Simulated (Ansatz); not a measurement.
# Al2Pt (Fm-3m) in Ansatz: reference runs, part 2 of 2

Ansatz 0.2.0. Earlier steps stand in the parts before.

## Step 4: Single point, PBEsol, 16.17 Å³/atom (volume scaled by 0.94)

input.yaml reads:

```yaml
crystal:
  lattice:
    - [0.0, 2.8946769513, 2.8946769513]
    - [2.8946769513, 0.0, 2.8946769513]
    - [2.8946769513, 2.8946769513, 0.0]
  atoms:
    - { symbol: Pt, position: [0.0, 0.0, 0.0] }
    - { symbol: Al, position: [0.75, 0.75, 0.75] }
    - { symbol: Al, position: [0.25, 0.25, 0.25] }
hamiltonian:
  xc: pbesol
  pseudopotentials: { kind: paw }
kpoints:
  mp_grid: { grid: [8, 8, 8] }
scf:
  occupations: { method: fermi_dirac, width: 0.05 }
output:
  forces: true
  stress: true
  eigenvalues: true
```

Run with:

```sh
$ ansatz run input.yaml --threads 2 --pin off --max-ram 5632MiB --backend cpu --events-out ev --progress --plain --runs-dir out
```

Wall time 0.64 s (2 threads of Intel Xeon 6975P-C (Granite Rapids), shared host); peak memory 0.34 GiB.

It converged, with:

- Free energy: -13435.4348 eV
- Pressure: 8.6 GPa
- Band gap on the k mesh: none (metal or under the smearing width)

Caveat: the PAW data sets come from PBE, with cores solved anew for the run's functional, which leaves a small shift of forces and pressure.

## Step 5: Single point, PBEsol, 16.51 Å³/atom (volume scaled by 0.96)

Changes to input.yaml since step 4:

```diff
@@ -2,5 +2,5 @@
   lattice:
-    - [0.0, 2.8946769513, 2.8946769513]
-    - [2.8946769513, 0.0, 2.8946769513]
-    - [2.8946769513, 2.8946769513, 0.0]
+    - [0.0, 2.9150626719, 2.9150626719]
+    - [2.9150626719, 0.0, 2.9150626719]
+    - [2.9150626719, 2.9150626719, 0.0]
   atoms:
```

Run with:

```sh
$ ansatz run input.yaml --threads 2 --pin off --max-ram 5632MiB --backend cpu --events-out ev --progress --plain --runs-dir out
```

It took 0.59 s on 2 threads of Intel Xeon 6975P-C (Granite Rapids), shared host; peak memory 0.34 GiB.

The run converged. Its results:

| Quantity | Value |
| --- | --- |
| Free energy | -13435.4787 eV |
| Pressure | 5.1 GPa |
| Band gap on the k mesh | none (metal or under the smearing width) |

Caveat: the PAW data sets come from PBE, with cores solved anew for the run's functional, which leaves a small shift of forces and pressure.

## Step 6: Single point, PBEsol, 16.86 Å³/atom (volume scaled by 0.98)

Changes to input.yaml since step 5:

```diff
@@ -2,5 +2,5 @@
   lattice:
-    - [0.0, 2.9150626719, 2.9150626719]
-    - [2.9150626719, 0.0, 2.9150626719]
-    - [2.9150626719, 2.9150626719, 0.0]
+    - [0.0, 2.9351671877, 2.9351671877]
+    - [2.9351671877, 0.0, 2.9351671877]
+    - [2.9351671877, 2.9351671877, 0.0]
   atoms:
```

Potentials or basis: Ansatz PAW.

Run with:

```sh
$ ansatz run input.yaml --threads 2 --pin off --max-ram 5632MiB --backend cpu --events-out ev --progress --plain --runs-dir out
```

It took 0.71 s on 2 threads of Intel Xeon 6975P-C (Granite Rapids), shared host; peak memory 0.34 GiB.

It converged, with:

```yaml
Free_energy: -13435.5011 eV
Pressure: 1.9 GPa
Band_gap_on_the_k_mesh: none (metal or under the smearing width)
```

Caveat: the PAW data sets come from PBE, with cores solved anew for the run's functional, which leaves a small shift of forces and pressure.

## Step 7: Single point, PBEsol, 17.20 Å³/atom

Changes to input.yaml since step 6:

```diff
@@ -2,5 +2,5 @@
   lattice:
-    - [0.0, 2.9351671877, 2.9351671877]
-    - [2.9351671877, 0.0, 2.9351671877]
-    - [2.9351671877, 2.9351671877, 0.0]
+    - [0.0, 2.955, 2.955]
+    - [2.955, 0.0, 2.955]
+    - [2.955, 2.955, 0.0]
   atoms:
```

Run with:

```sh
$ ansatz run input.yaml --threads 2 --pin off --max-ram 5632MiB --backend cpu --events-out ev --progress --plain --runs-dir out
```

Wall time 0.78 s (2 threads of Intel Xeon 6975P-C (Granite Rapids), shared host); peak memory 0.33 GiB.

It converged, with:

```
Free energy            : -13435.5041 eV
Pressure               : -0.9 GPa
Band gap on the k mesh : none (metal or under the smearing width)
```

Caveat: the PAW data sets come from PBE, with cores solved anew for the run's functional, which leaves a small shift of forces and pressure.

## Step 8: Single point, PBEsol, 17.55 Å³/atom (volume scaled by 1.02)

Changes to input.yaml since step 7:

```diff
@@ -2,5 +2,5 @@
   lattice:
-    - [0.0, 2.955, 2.955]
-    - [2.955, 0.0, 2.955]
-    - [2.955, 2.955, 0.0]
+    - [0.0, 2.9745701068, 2.9745701068]
+    - [2.9745701068, 0.0, 2.9745701068]
+    - [2.9745701068, 2.9745701068, 0.0]
   atoms:
```

Run with:

```sh
$ ansatz run input.yaml --threads 2 --pin off --max-ram 5632MiB --backend cpu --events-out ev --progress --plain --runs-dir out
```

Run time: 0.59 s. Hardware: 2 threads of Intel Xeon 6975P-C (Granite Rapids), shared host; peak memory 0.34 GiB.

The run converged. Its results:

```yaml
Free_energy: -13435.4898 eV
Pressure: -3.5 GPa
Band_gap_on_the_k_mesh: none (metal or under the smearing width)
```

Caveat: the PAW data sets come from PBE, with cores solved anew for the run's functional, which leaves a small shift of forces and pressure.

## Step 9: Single point, PBEsol, 17.89 Å³/atom (volume scaled by 1.04)

Changes to input.yaml since step 8:

```diff
@@ -2,5 +2,5 @@
   lattice:
-    - [0.0, 2.9745701068, 2.9745701068]
-    - [2.9745701068, 0.0, 2.9745701068]
-    - [2.9745701068, 2.9745701068, 0.0]
+    - [0.0, 2.9938860383, 2.9938860383]
+    - [2.9938860383, 0.0, 2.9938860383]
+    - [2.9938860383, 2.9938860383, 0.0]
   atoms:
@@ -20 +20,5 @@
   eigenvalues: true
+  write_density: true
+  write_potential: true
+  elf: true
+  volumetric_format: npy
```

Potentials or basis: Ansatz PAW.

Run with:

```sh
$ ansatz run input.yaml --threads 2 --pin off --max-ram 5632MiB --backend cpu --events-out ev --progress --plain --runs-dir out
```

Run time: 0.79 s. Hardware: 2 threads of Intel Xeon 6975P-C (Granite Rapids), shared host; peak memory 0.35 GiB.

Results (log left out):

| Item | Value |
| --- | --- |
| Free energy | -13435.4599 eV |
| Pressure | -5.8 GPa |
| Band gap on the k mesh | none (metal or under the smearing width) |

Caveat: the PAW data sets come from PBE, with cores solved anew for the run's functional, which leaves a small shift of forces and pressure.

## Step 10: Single point, PBEsol, 18.23 Å³/atom (volume scaled by 1.06)

Changes to input.yaml since step 9:

```diff
@@ -2,5 +2,5 @@
   lattice:
-    - [0.0, 2.9938860383, 2.9938860383]
-    - [2.9938860383, 0.0, 2.9938860383]
-    - [2.9938860383, 2.9938860383, 0.0]
+    - [0.0, 3.0129558903, 3.0129558903]
+    - [3.0129558903, 0.0, 3.0129558903]
+    - [3.0129558903, 3.0129558903, 0.0]
   atoms:
@@ -20,5 +20 @@
   eigenvalues: true
-  write_density: true
-  write_potential: true
-  elf: true
-  volumetric_format: npy
```

Potentials or basis: Ansatz PAW.

Run with:

```sh
$ ansatz run input.yaml --threads 2 --pin off --max-ram 5632MiB --backend cpu --events-out ev --progress --plain --runs-dir out
```

Standard output:

```text
Warning: RAYON_NUM_THREADS=2 ignored (pool sized by the plan → 2); use --threads N
Engine: ansatz 0.2.0, x86_64-unknown-linux-gnu
Pseudopotentials: kind: paw
Pseudopotential: Pt, paw, valence charge 18, recommended cutoff 420 eV (normal), Pt.paw.azcp
Pseudopotential: Al, paw, valence charge 3, recommended cutoff 420 eV (normal), Al.paw.azcp
Functional definition: PBEsol
  exchange = pbesol_x
  correlation = pbesol_c
Crystal: 3 atoms, lattice volume = 54.703 Å³
Basis set: ecut = 420 eV, 1067 PW (Γ), exchange–correlation on 60×60×60 points (8 copies of the dense FFT grid, shifted against one another)
Bands: 16, of which v1, the nominal top of the filled ones, is band 12 counted from 1 (11 counted from 0)
Symmetry: 48 space group operations
Space group: Fm-3m (ITA 225), of the structure as read, at distance tolerance 3.8e-5 Å
k-points: 29 of 512
Non-local potential: Pt, projectors of the file, l = 0: 3, l = 1: 2, l = 2: 2, l = 3: 1
Non-local potential: Al, projectors of the file, l = 0: 2, l = 1: 2, l = 2: 1
PAW form: soft (Blöchl's): semilocal exchange-correlation on the pseudo side does not see the compensation charge
PAW frozen core: Pt, regenerated for the run's functional, and the local potential with it (the file was generated under x = pbe(κ = 0.804, μ = 0.2195149727645171), c = pbe(β = 0.06672455060314922))
PAW frozen core: Al, regenerated for the run's functional, and the local potential with it (the file was generated under x = pbe(κ = 0.804, μ = 0.2195149727645171), c = pbe(β = 0.06672455060314922))
PAW one-centre angular grid: Pt, 590 points (default); XC on 64 Gauss nodes
PAW one-centre angular grid: Al, 110 points (default); XC on 64 Gauss nodes
Initial density: superposition of atomic densities (neutral atoms: chi_scale 0, normalization atom), corrected by the library's trained network
Initial wavefunctions: pseudopotential atomic-orbital guess
Functional: x = pbesol(κ = 0.804, μ = 0.12345679012345678), c = pbesol(β = 0.046)
[... 13 lines left out ...]
E sigma→0 (E₀):  -13435.409494 eV
Entropy (-TS):   -0.013160 eV (-4.387 meV/atom)
Fermi energy:    10.376579 eV
--- Per-component energies (eV) ---
  E_band       = -329.964944
  E_kinetic    = 683.600631
  E_local      = -2768.085065  (includes V_loc(G=0)·N_el)
  E_nonlocal   = 220.619711
  E_hartree    = 1097.060841
  E_xc         = -339.513300
  E_vxc        = -361.298556  (∫ρ·V_xc dr)
  E_paw        = -10225.521694  (= ΣΔE_a)
  E_vpaw       = -298.939738  (= ΣTr[D̂ρ^β])
  E_aug_tail   = 0.000190  (compensation charges beyond the density's cutoff)
  E_ewald      = -2103.889487
  E_core_change = 0.325259  (= ΣΔE_core)
  E_smearing   = -0.013160  (= −TS)
  E_closure    = -0.000000  (closes the sum)
  Σ components = -13435.416074   (vs F -13435.416074, Δ=0.00e0)
--- Forces (eV/Å), atoms counted from 1 ---
  atom   1  Pt    -0.00000000     0.00000000     0.00000000
  atom   2  Al    -0.00000000    -0.00000000     0.00000000
  atom   3  Al    -0.00000000    -0.00000000    -0.00000000
  max |Σ_I F_I| component: 2.78e-17 eV/Å
--- Stress (GPa, compression-positive) ---
       -7.801851      -0.000000       0.000000
        0.000000      -7.801851      -0.000000
        0.000000       0.000000      -7.801851
  P = ⅓ Tr σ = -7.8019 GPa (-78.019 kbar)
--- Band table (eV; the first three rows and the last of 29) ---
  k-point 0: bands = ["-88.3324", "-42.5157", "-42.5157", "-42.5157", "0.5878", "5.6582", "5.6582", "5.6582", "6.9492", "6.9492", "12.9610", "14.1600", "14.1600", "14.1600", "15.5191", "15.5191"]
  k-point 1: bands = ["-88.3324", "-42.5159", "-42.5157", "-42.5157", "0.7929", "5.5297", "5.7242", "5.7242", "6.9283", "6.9283", "11.9571", "13.3467", "13.5768", "13.5768", "16.0785", "16.0785"]
  k-point 2: bands = ["-88.3324", "-42.5166", "-42.5158", "-42.5158", "1.3844", "5.2236", "5.8641", "5.8641", "6.9308", "6.9308", "9.5448", "12.6153", "12.6153", "13.8143", "15.5528", "15.6677"]
  k-point 28: bands = ["-88.3323", "-42.5169", "-42.5169", "-42.5163", "4.6541", "4.6541", "5.2458", "5.6451", "6.8411", "7.3342", "7.7531", "7.7531", "9.5602", "15.3580", "15.3580", "16.4241"]
```

Wall time 0.75 s (2 threads of Intel Xeon 6975P-C (Granite Rapids), shared host); peak memory 0.34 GiB.

Results:

| Property | Result |
| --- | --- |
| Free energy | -13435.4161 eV |
| Pressure | -7.8 GPa |
| Band gap on the k mesh | none (metal or under the smearing width) |

Caveat: the PAW data sets come from PBE, with cores solved anew for the run's functional, which leaves a small shift of forces and pressure.

## Step 11: Equation of state, PBEsol

No new run: the results of the series are fitted here.

Results:

| Item | Value |
| --- | --- |
| Equilibrium volume | 17.09 Å³/atom |
| Bulk modulus | 139 GPa |
| Pressure derivative of the bulk modulus | 4.4 |

Energy against volume, from the lowest point:
| volume (Å³/atom) | energy (meV/atom) |
| --- | --- |
| 16.170 | 23.11 |
| 16.514 | 8.46 |
| 16.858 | 0.99 |
| 17.202 | 0.00 |
| 17.546 | 4.76 |
| 17.890 | 14.74 |
| 18.234 | 29.34 |

## Step 12: Overview

```tsv
task	cell	gap on the mesh (eV)	pressure (GPa)
single point	as given	none	-0.9
single point	atoms moved at random, drawn with an rms of 0.05 Å	none	-0.7
equation of state	as given	-	-
```

Alike in all rows: level PBEsol; potentials or basis Ansatz PAW; no spin polarisation; k mesh 8 × 8 × 8; cutoff (eV) 420; smearing fermi-dirac 0.05 eV.

Caveats: the PAW data sets come from PBE, with cores solved anew for the run's functional, which leaves a small shift of forces and pressure (some runs).

Absolute energies hang on the potentials; compare differences alone.
